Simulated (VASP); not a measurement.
# TiCo (Pm-3m) in VASP: settings compared

The runs below take TiCo through single point, relaxation of cell and atoms, with PBE, LDA.

Program: VASP 6.6.1. These are calculated values, not measurements. Logs are shortened: lines on timing, memory, paths and dates and some standing lists are left out, and cuts for length are marked.

## 1. Starting point

Symmetry: Pm-3m, No. 221, cubic system. The conventional cell has a = 2.986 Å, b = 2.986 Å, c = 2.986 Å, α = 90.00°, β = 90.00°, γ = 90.00°. Co (site symmetry m-3m) has 8 Ti at 2.59 Å as nearest neighbours. Ti (site symmetry m-3m) has 8 Co at 2.59 Å as nearest neighbours.

The cell comes from a database or a generator and needn't be the stable form of this composition.

## 2. Single point, PBE, collinear spin, ferromagnetic start

The input, run.py:

```python
from ase.calculators.vasp import Vasp
from ase.dft.bandgap import bandgap
from ase.io import read

atoms = read('TiCo.cif')
atoms.set_initial_magnetic_moments([2.0, 1.0])
calc = Vasp(
    directory='calc',
    xc='pbe',
    pp='PBE',
    setups={'base': 'minimal', 'Co': '_GW', 'Ti': '_sv_GW'},
    prec='Accurate',
    encut=550,
    ediff=1e-06,
    ismear=0,
    sigma=0.1,
    lreal=False,
    lasph=True,
    nelm=150,
    algo='Normal',
    isif=2,
    lwave=False,
    lcharg=False,
    ispin=2,
    lorbit=11,
    lmaxmix=4,
    kpts=[9, 9, 9],
    gamma=True,
    nbands=22,
)
atoms.calc = calc

print('energy (eV):', atoms.get_potential_energy())
print('free energy (eV):', atoms.get_potential_energy(force_consistent=True))
print('forces (eV/A):')
print(atoms.get_forces())
print('stress (eV/A^3, Voigt):', atoms.get_stress())
print('Fermi level (eV):', calc.get_fermi_level())
print('moment (muB):', atoms.get_magnetic_moment())
print('site moments (muB):', atoms.get_magnetic_moments())
gap, top, bottom = bandgap(calc)
print('band gap (eV):', gap, 'from (spin, k, band)', top, 'to', bottom)
```

The input, TiCo.cif:

```cif
data_TiCo
_cell_length_a 2.98611099
_cell_length_b 2.98611099
_cell_length_c 2.98611099
_cell_angle_alpha 90.00000000
_cell_angle_beta 90.00000000
_cell_angle_gamma 90.00000000
_space_group_name_H-M_alt 'P1'
_space_group_name_Hall 'P 1'
_space_group_IT_number 1
loop_
_space_group_symop_operation_xyz
'x,y,z'
loop_
_atom_site_label
_atom_site_type_symbol
_atom_site_symmetry_multiplicity
_atom_site_Wyckoff_symbol
_atom_site_fract_x
_atom_site_fract_y
_atom_site_fract_z
_atom_site_occupancy
Co1 Co 1 a 0.5000000000 0.5000000000 0.5000000000 1
Ti1 Ti 1 a 0.0000000000 0.0000000000 0.0000000000 1
```

Potentials or basis: VASP PAW PBE potentials, release 64 (Co_GW, Ti_sv_GW).

Run with:

```console
> python run.py
```

What it wrote:

```text
energy (eV): -17.91332823
free energy (eV): -17.91868144
forces (eV/A):
[[0. 0. 0.]
 [0. 0. 0.]]
stress (eV/A^3, Voigt): [ 0.01245495  0.01245495  0.01245495 -0.          0.         -0.        ]
Fermi level (eV): 7.94376954
moment (muB): 0.8067713
site moments (muB): [ 0.882 -0.021]
band gap (eV): 0.0 from (spin, k, band) (None, None, None) to (None, None, None)
```

OUTCAR:

```text
ENCUT = 550.000000
   EDIFF = 1.00e-06
   GGA = PE
   PREC = Accurate
   ISIF = 2
   ISMEAR = 0
   ISPIN = 2
   LORBIT = 11
   NELM = 150
   LASPH = .TRUE.
   LREAL = .FALSE.

 ion  position               nearest neighbor table
   1  0.500  0.500  0.500-   2 2.59   2 2.59   2 2.59   2 2.59   2 2.59   2 2.59   2 2.59   2 2.59

   2  0.000  0.000  0.000-   1 2.59   1 2.59   1 2.59   1 2.59   1 2.59   1 2.59   1 2.59   1 2.59

  LATTYP: Found a simple cubic cell.
 ALAT       =     2.9861109900

  Lattice vectors:

 A1 = (   2.9861109900,   0.0000000000,   0.0000000000)
 A2 = (   0.0000000000,   2.9861109900,   0.0000000000)
 A3 = (   0.0000000000,   0.0000000000,   2.9861109900)

Analysis of symmetry for initial positions (statically):
=====================================================================
 Subroutine PRICEL returns:
 Original cell was already a primitive cell.

 Routine SETGRP: Setting up the symmetry group for a
 simple cubic supercell.

 Subroutine GETGRP returns: Found 48 space group operations
 (whereof 48 operations were pure point group operations)
 out of a pool of 48 trial point group operations.

The static configuration has the point symmetry O_h .

Analysis of symmetry for dynamics (positions and initial velocities):
=====================================================================
 Subroutine PRICEL returns:
 Original cell was already a primitive cell.

 Routine SETGRP: Setting up the symmetry group for a
 simple cubic supercell.

 Subroutine GETGRP returns: Found 48 space group operations
 (whereof 48 operations were pure point group operations)
 out of a pool of 48 trial point group operations.

The dynamic configuration has the point symmetry O_h .

Analysis of structural, dynamic, and magnetic symmetry:
=====================================================================
 Subroutine PRICEL returns:
 Original cell was already a primitive cell.

 Routine SETGRP: Setting up the symmetry group for a
 simple cubic supercell.

 Subroutine GETGRP returns: Found 48 space group operations
 (whereof 48 operations were pure point group operations)
 out of a pool of 48 trial point group operations.

The overall configuration has the point symmetry O_h .

 Subroutine INISYM returns: Found 48 space group operations
 (whereof 48 operations are pure point group operations),
 and found     1 'primitive' translations

----------------------------------------------------------------------------------------

                                     Primitive cell

  volume of cell :      26.6267

  direct lattice vectors                    reciprocal lattice vectors
     2.986110990  0.000000000  0.000000000     0.334883735  0.000000000  0.000000000
     0.000000000  2.986110990  0.000000000     0.000000000  0.334883735  0.000000000
     0.000000000  0.000000000  2.986110990     0.000000000  0.000000000  0.334883735

  length of vectors
     2.986110990  2.986110990  2.986110990     0.334883735  0.334883735  0.334883735

  position of ions in fractional coordinates (direct lattice)
     0.500000000  0.500000000  0.500000000
     0.000000000  0.000000000  0.000000000

  ion indices of the primitive-cell ions
   primitive index   ion index
                 1           1
                 2           2

----------------------------------------------------------------------------------------

[... 27 lines left out ...]
  0.111111  0.000000  0.000000      6.000000
  0.222222  0.000000  0.000000      6.000000
  0.333333  0.000000  0.000000      6.000000
  0.444444  0.000000  0.000000      6.000000
  0.111111  0.111111  0.000000     12.000000
[... 16 lines left out ...]
  0.333333  0.333333  0.111111     24.000000
  0.444444  0.333333  0.111111     48.000000
 [... further k-points ...]
   k-points           NKPTS =     35   k-points in BZ     NKDIM =     35   number of bands    NBANDS=     22
   number of dos      NEDOS =    301   number of ions     NIONS =      2
   total plane-waves  NPLWV =  13824
   dimension x,y,z NGX =    24 NGY =   24 NGZ =   24
   dimension x,y,z NGXF=    48 NGYF=   48 NGZF=   48
   ions per type =               1   1
   NGX,Y,Z   is equivalent  to a cutoff of  13.36, 13.36, 13.36 a.u.
   NGXF,Y,Z  is equivalent  to a cutoff of  26.72, 26.72, 26.72 a.u.
 SYSTEM =  unknown system
   PREC   = accura    normal or accurate (medium, high low for compatibility)
   ISTART =      0    job   : 0-new  1-cont  2-samecut
   ICHARG =      2    charge: 1-file 2-atom 10-const
   ISPIN  =      2    spin polarized calculation?
   LNONCOLLINEAR =      F non collinear calculations
   LSORBIT =      F    spin-orbit coupling
   LASPH  =      T    aspherical Exc in radial PAW
   ENCUT  =  550.0 eV  40.42 Ry    6.36 a.u.   5.71  5.71  5.71*2*pi/ulx,y,z
   NELM   =    150;   NELMIN=  2; NELMDL= -5     # of ELM steps
   EDIFF  = 0.1E-05   stopping-criterion for ELM
   LREAL  =      F    real-space projection
   EDIFFG = 0.1E-04   stopping-criterion for IOM
   NSW    =      0    number of steps for IOM
   IBRION =     -1    ionic relax: 0-MD 1-quasi-New 2-CG
   NFREE  =      0    steps in history (QN), initial steepest desc. (CG)
   ISIF   =      2    stress and relaxation
   ISYM   =      2    0-nonsym 1-usesym 2-fastsym
   POTIM  = 0.5000    time-step for ionic-motion
   TEBEG  =    0.0;   TEEND  =   0.0 temperature during run
   PSTRESS=    0.0 pullay stress
   NELECT =      21.0000    total number of electrons
   NUPDOWN=      -1.0000    fix difference up-down
   EMIN   =  10.00;   EMAX   =-10.00  energy-range for DOS
   EFERMI =   0.00;   METHOD = LEGACY
   ISMEAR =     0;   SIGMA  =   0.10  broadening in eV -4-tet -1-fermi 0-gaus
   EFERMI_NEDOS =   21; number of points for ismear=-14 and -15
   IALGO  =     38    algorithm
   IMIX   =      4    mixing-type and parameters
     AMIX     =   0.40;   BMIX     =  1.00
     AMIX_MAG =   1.60;   BMIX_MAG =  1.00
  volume/ion in A,a.u.               =      13.31        89.84
  Fermi-wavevector in a.u.,A,eV,Ry     =   1.512546  2.858298 31.127355  2.287796
  Thomas-Fermi vector in A             =   2.622456
   LORBIT       =     11    0 simple, 1 ext, 2 COOP (PROOUT), +10 PAW based schemes
   GGA     = PE    functional components
   LHFCALC =     F    Hartree Fock is set to
   AEXX    =    0.0000 exact exchange contribution
   IVDW    =     0    specifies the selected vdW correction
   LEPSILON=     F    determine dielectric tensor
   LRPA    =     F    only Hartree local field effects (RPA)
 spin polarized calculation
 Gauss-broadening in eV      SIGMA  =   0.10
  energy-cutoff  :      550.00
  volume of cell :       26.63
 maximum number of plane-waves:       792
 NGX is ok and might be reduce to    24
   NGX = 11   NGY = 11   NGZ = 11

 number of electron      20.9999992 magnetization       0.8067713

 Free energy of the ion-electron system (eV)
  ---------------------------------------------------
  ext. energy  EPLUGINS =         0.00000000
  ---------------------------------------------------
  free energy    TOTEN  =       -17.91868144 eV

  energy without entropy =      -17.90797502  energy(sigma->0) =      -17.91332823

 E-fermi :   7.9438     XC(G=0): -12.6411

 val. band max:        7.9334015994   @ k =   0.3333   0.2222   0.0000
 cond. band min:       7.9570475170   @ k =   0.3333   0.3333   0.1111
 fundamental gap:      0.0236459176
 Fermi energy:         7.9437695448

 spin component 1

 k-point     1 :       0.0000    0.0000    0.0000
  band No.  band energies     occupation
      1     -49.1846      1.00000
      2     -25.2912      1.00000
      3     -25.2912      1.00000
      4     -25.2912      1.00000
      5       0.2370      1.00000
      6       3.7579      1.00000
[... 589 lines left out ...]
     21      24.6540      0.00000
     22      27.6670      0.00000

 [... further k-points ...]

 spin component 2

 k-point     1 :       0.0000    0.0000    0.0000
  band No.  band energies     occupation
      1     -49.1955      1.00000
      2     -25.3028      1.00000
      3     -25.3028      1.00000
      4     -25.3028      1.00000
      5       0.2186      1.00000
      6       4.3884      1.00000
[... 589 lines left out ...]
     21      24.6913      0.00000
     22      27.6380      0.00000

 [... further k-points ...]

------------------------ aborting loop because EDIFF is reached ----------------------------------------

  FORCE on cell =-STRESS in cart. coord.  units (eV):
  Direction    XX          YY          ZZ          XY          YZ          ZX
  --------------------------------------------------------------------------------------
  -------------------------------------------------------------------------------------
  Total       -0.3316344     -0.3316344     -0.3316344      0.0000000      0.0000000     -0.0000000
  in kB      -19.9550299    -19.9550299    -19.9550299      0.0000000      0.0000000     -0.0000000
  external PRESSURE =     -19.9550299 kB  Pullay stress =       0.0000000 kB

 VOLUME and BASIS-vectors are now :
 -----------------------------------------------------------------------------
  energy-cutoff  :      550.00
  volume of cell :       26.63
      direct lattice vectors                 reciprocal lattice vectors
     2.986110990  0.000000000  0.000000000     0.334883735  0.000000000  0.000000000
     0.000000000  2.986110990  0.000000000     0.000000000  0.334883735  0.000000000
     0.000000000  0.000000000  2.986110990     0.000000000  0.000000000  0.334883735

 POSITION                                       TOTAL-FORCE (eV/Angst)
 -----------------------------------------------------------------------------------
      1.49306      1.49306      1.49306         0.000000      0.000000      0.000000
      0.00000      0.00000      0.00000         0.000000      0.000000      0.000000
 -----------------------------------------------------------------------------------
    total drift:                                0.000000      0.000000     -0.000000

  FREE ENERGIE OF THE ION-ELECTRON SYSTEM (eV)
  ---------------------------------------------------
  free  energy   TOTEN  =       -17.9186814420 eV

  energy  without entropy=      -17.9079750199  energy(sigma->0) =      -17.91332823

 total charge

# of ion       s       p       d       f       tot
--------------------------------------------------
    1        0.521   0.454   7.248   0.006   8.229
    2        2.255   6.026   1.601   0.007   9.890
--------------------------------------------------
tot          2.777   6.480   8.849   0.013  18.119

 magnetization (x)

# of ion       s       p       d       f       tot
--------------------------------------------------
    1        0.026  -0.007   0.863  -0.000   0.882
    2       -0.003  -0.010  -0.008  -0.000  -0.021
--------------------------------------------------
tot          0.023  -0.017   0.855  -0.000   0.861
```

INCAR:

```text
ENCUT = 550.000000
SIGMA = 0.100000
EDIFF = 1.00e-06
ALGO = Normal
GGA = PE
PREC = Accurate
ISIF = 2
ISMEAR = 0
ISPIN = 2
LMAXMIX = 4
LORBIT = 11
NBANDS = 22
NELM = 150
LASPH = .TRUE.
LCHARG = .FALSE.
LWAVE = .FALSE.
LREAL = .FALSE.
MAGMOM = 1*2.0000 1*1.0000
```

It took 91 s on 1 thread of AMD EPYC 7R43 (Zen 3), shared host; peak memory 0.15 GiB.

What came out:

- Free energy: -17.9187 eV
- Pressure: -2.0 GPa
- Band gap on the k mesh: none (metal or under the smearing width)
- Net moment: 0.81 μB per cell
- Site moments: Co +0.88; Ti -0.02 μB
- Valence electrons inside the program's atomic spheres: Co 8.23; Ti 9.89

[end of part 1 of 2]
